**Q:** I have a block of nickel squeezed or stretched equally in all directions. Can I estimate its energy and pressure with a pencil, or must I run a density functional calculation at each volume?

**A:** Let us see what such a calculation gives, and then look for a short cut.

Fcc nickel, one atom per cell, at scaled volumes of the relaxed cell, calculated with Ansatz 0.2.0 (plane-wave PAW, scalar-relativistic PBE, collinear spin). Cutoff 420 eV, k mesh 20×20×20, Gaussian smearing of 0.1 eV. Energies are extrapolated to zero smearing and count from the minimum of a third-order Birch-Murnaghan fit.

| volume per atom (Å³/atom) | energy over minimum (meV/atom) | pressure (GPa) | largest moment (μB) |
| --- | --- | --- | --- |
| 9.583 | 125.0 | 34.87 | 0.65 |
| 9.909 | 65.8 | 23.72 | 0.66 |
| 10.236 | 27.3 | 14.39 | 0.67 |
| 10.563 | 6.4 | 6.56 | 0.67 |
| 10.889 | 0.0 | 0.01 | 0.68 |
| 11.216 | 5.9 | -5.49 | 0.68 |
| 11.543 | 22.1 | -10.08 | 0.69 |
| 11.978 | 56.8 | -15.05 | 0.70 |

The energy over minimum is what it costs to take an atom's share of the crystal from its resting volume to the listed one. A negative pressure means that the crystal has to be held stretched. The last column is the moment assigned to the atom, not the total of the cell. Symmetry leaves nothing to relax in an fcc cell with one atom at a fixed volume, so a single calculation at each scaled volume is enough.

**Q:** Near a minimum every smooth energy curve is a parabola. So I would take the energy as proportional to the square of the volume change.

**A:** Try it at the two ends. With the stiffness that the calculated curve has at rest, your parabola gives 98 meV at 9.583 Å³, where the calculation has 125.0. At 11.978 Å³ it gives 68 meV instead of 56.8. It is about a fifth too low on one side and a fifth too high on the other.

**Q:** So nickel is harder to squeeze than to stretch. Why?

**A:** Two tendencies balance at the resting volume. Bonding pulls the atoms together, while the electrons resist being crowded into less space and against the filled inner shells. On compression the resistance grows faster than the bonding, so the crystal stiffens; on stretching it softens. This is the standard picture of cohesion in metals. The table shows the lopsided result, not the two parts separately.

**Q:** Then I need a correction term, and with it another parameter.

**A:** You can change the variable instead. Use density rather than volume. Taking 12 % off the volume raises the density by 13.6 %, whereas adding 10 % to the volume lowers it by only 9.1 %. A parabola in density therefore rises more steeply on the compressed side, as the real curve does.

**Q:** How do I write that down?

**A:** Let V be the volume per atom, V₀ its value at zero pressure, and u = V₀/V the density relative to rest. With B the bulk modulus, the resistance to uniform compression at rest, the energy over minimum is

E = ½ B V₀ (u − 1)²

Pressure is the energy gained per volume removed, P = −dE/dV. Since du/dV = −u²/V₀, this gives

P = B u² (u − 1)

There are two parameters, V₀ and B.

**Q:** Where do I get them?

**A:** From three pressures in the middle of the table. The row at 10.889 Å³ has practically no pressure, so that is V₀. Between its neighbours the pressure falls by 6.56 + 5.49 = 12.05 GPa while the volume grows by 0.653 Å³. Multiplying that slope by V₀ gives 201 GPa, which I round to 200. The rounding is a kind one, since the fit to all eight energies also gives 200; with 201 every predicted value would be half a per cent larger.

**Q:** And the energy in handy units?

**A:** One eV/Å³ is 160.2 GPa, so ½ B V₀ = ½ × 200 × 10.889 / 160.2 = 6.8 eV. For a density change of one per cent, (u − 1)² is one ten-thousandth. The rule becomes: square the density change in per cent and multiply by 0.68 meV.

**Q:** Let me do the most compressed row. The density ratio is 10.889/9.583 = 1.136, a rise of 13.6 %. Its square is 185, and times 0.68 that makes 126 meV.

**A:** The calculation has 125.0. Now the pressure: 200 × 1.136² × 0.136 is about 35 GPa, against 34.87 in the table. This row had no part in setting V₀ or B.

**Q:** For the most stretched row the ratio is 10.889/11.978 = 0.909, a drop of 9.1 %. Squared and multiplied by 0.68, that gives 56 meV, where the table has 56.8.

**A:** The pressure comes out as 200 × 0.909² × (−0.091), about −15 GPa, again as calculated. This row was not used for the parameters either. The same two numbers serve both ends because the change of variable has taken care of the asymmetry.

**Q:** Is density special, or does it just happen to suit nickel?

**A:** It suits solids that stiffen at a certain rate. Work out the bulk modulus, −V dP/dV, from the pressure rule and you find that it grows by 5 GPa for each GPa of pressure, starting from rest. A Birch-Murnaghan fit to these energies gives 4.86 for that rate, so nickel is close to the condition. For another solid, look up this number, usually called B′, before you borrow the rule.

**Q:** And if B′ is nearer to 4?

**A:** Then a parabola in the Birch strain, (u^(2/3) − 1)/2, is the better choice, because its built-in rate is exactly 4. For nickel even that version stays within 3.3 % of the calculated energies. The power is not free, though. A parabola in (u^m − 1)/m has a built-in rate of 3m + 2: plain volume is m = −1 with a rate of −1, and the fitted 4.86 asks for m near 0.95. A power whose rate lies far from B′ is expected to fail at the ends as well.

**Q:** How far can I trust the density rule over the whole table?

**A:** It reproduces every energy to about 2 % and every pressure away from zero to about 1 %. The printout below compares it row by row with the two other parabolas. Apart from a tiny effect of the smearing, energy and pressure belong to the same curve, so this agreement tests the shape of the rule, not the functional's account of real nickel.

**Q:** Where is it weakest?

**A:** In relative terms, close to the minimum, in the rows at 10.563 and 11.216 Å³. There the energy is so small that a slight shift in V₀ shows. The pressures include the smearing of the electrons, whereas the energies are extrapolated to zero smearing. Their minimum therefore lies at 10.886 Å³ rather than 10.889, and using it brings the largest energy error down from 2 % to 0.6 %. For small strains, then, take most care over the resting volume.

**Q:** Could I go on stretching until the atoms come apart?

**A:** No. At zero density the formula gives 6.8 eV per atom, while the measured cohesive energy of nickel is roughly 4.4 eV. A parabola fixed near rest does not know how bonds break. Keep to the range tested here, from 12 % less volume to 10 % more.

**Q:** Nickel is magnetic. Might that spoil the rule?

**A:** It could if the magnetism vanished somewhere in the range, because the energy would then follow a different curve. Here the moment on the atom only drifts, from 0.65 μB in the smallest cell to 0.70 μB in the largest. You can sketch it as 0.68 μB at rest plus 0.02 μB for each added Å³, a line read off these same rows. The orbital populations of the same calculations show what changes. From rest to the smallest cell, the d states of minority spin gain about 0.02 electrons, while those of majority spin lose less than 0.01. In this count, most of the fall in the moment appears as fewer holes in the minority d states.

**Q:** So for a part under load I can remember one per cent of density, 2 GPa and 0.68 meV per atom?

**A:** Yes, as the PBE values at one per cent under a uniform load. For any other change, multiply the energy by the square of the per cent. The pressure simply grows in step with the per cent while the change is small; for larger ones, keep the factor u². A load along one direction calls for other elastic constants. The values are those of a crystal at zero temperature without zero-point motion. For a warm part, put in V₀ and the isothermal B for its own temperature. As long as B′ stays near 5, the rule then gives the change in free energy at that temperature.

Printed output of the fit:

```
bulk modulus from the two neighbours of the zero-pressure row (GPa): 200.9
energy factor B V0/2 with B rounded to 200 GPa (eV per atom), also the limit at infinite dilution: 6.796
energy rules in meV per atom and their misses in percent:
     row  density change %  density rule  miss %  volume parabola  its miss %  Birch strain miss %
   9.583             13.63         126.3   1.037            97.82      -21.75                 -3.3
   9.909              9.89         66.51   1.082            55.08      -16.29               -2.138
  10.236             6.379         27.67   1.371            24.45      -10.42              -0.7681
  10.563             3.086         6.477   1.202            6.095      -4.767               0.1243
  10.889                 0             0       0                0           0                    0
  11.216            -2.915          5.78  -2.034            6.132       3.938               -1.119
  11.543            -5.666         21.83  -1.228            24.53       10.99               0.6418
  11.978            -9.092         56.21  -1.043            68.01       19.74                2.055
pressure rule in GPa and moment rule in Bohr magnetons:
     row  density ratio squared  pressure rule     miss %  moment rule  moment miss
   9.583                  1.291          35.19     0.9236       0.6539      0.00388
   9.909                  1.208          23.89     0.6996       0.6604       0.0004
  10.236                  1.132          14.44     0.3385       0.6669     -0.00306
  10.563                  1.063          6.559  -0.009691       0.6735      0.00348
  10.889                      1              0          0         0.68            0
  11.216                 0.9425         -5.496     0.1077       0.6865      0.00654
  11.543                 0.8899         -10.08    0.03849       0.6931      0.00308
  11.978                 0.8264         -15.03    -0.1508       0.7018      0.00178
largest miss of the density rule for energy (%): 2.034
largest miss of the density rule for energy (meV per atom): 1.297
largest miss of the volume parabola (%): 21.75
largest miss of the Birch strain parabola (%): 3.3
largest pressure miss in the four rows not used to set B (%): 0.9236
largest miss of the moment rule (Bohr magnetons): 0.00654
volume change at the compressed end (%): -11.99
volume change at the stretched end (%): 10
power m of the density ratio that the fitted B' of 4.856 asks for: 0.9521
largest energy miss if the fitted minimum 10.886 is used for V0 (%): 0.5969
slope of the total cell moment below V0 (Bohr magnetons per cubic angstrom): 0.01586
slope of the site moment over the same range (Bohr magnetons per cubic angstrom): 0.02014
```
